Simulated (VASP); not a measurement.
Here is a VASP 6.6.1 calculation.

INCAR

```
SYSTEM = CuI
PREC = Accurate
ENCUT = 600
EDIFF = 1E-7
ISMEAR = 0
SIGMA = 0.03
LREAL = .False.
LASPH = .True.
NELM = 80
ALGO = Normal
ISIF = 2
LWAVE = .False.
LCHARG = .False.
GGA = CA
IBRION = 2
NSW = 40
EDIFFG = -0.01
```

File KPOINTS:

```
regular mesh
0
Gamma
  8 8 8
  0 0 0
```

File POSCAR:

```
CuI                                     
1.0
    0.0000000000      2.8933339503      2.8933339503
    2.8933339503     -0.0000000000      2.8933339503
    2.8933339503      2.8933339503     -0.0000000000
  Cu              I             
     1     1
Direct
     0.2500000000000000    0.2500000000000000    0.2500000000000000
     0.0000000000000000    0.0000000000000000    1.0000000000000000
```

Potentials or basis: VASP PAW LDA potentials, release 64 (Cu, I).

The run is started by

```bash
$ cat potpaw_LDA.64/Cu/POTCAR potpaw_LDA.64/I/POTCAR > POTCAR
$ mpirun -np 1 vasp_std > vasp.out
```

Q: Estimate the band gap on the k mesh.

A: 1.41 eV, direct.

Final structure:
```
Cu I
1.0
     0.00000    2.89333    2.89333
     2.89333    0.00000    2.89333
     2.89333    2.89333    0.00000
Cu I
1 1
Direct
  0.25000 0.25000 0.25000
  0.00000 0.00000 0.00000
```

Caveat: the relaxation stopped at its first step, so nothing moved; spin-orbit coupling is left out, which moves the levels of the heavy elements.
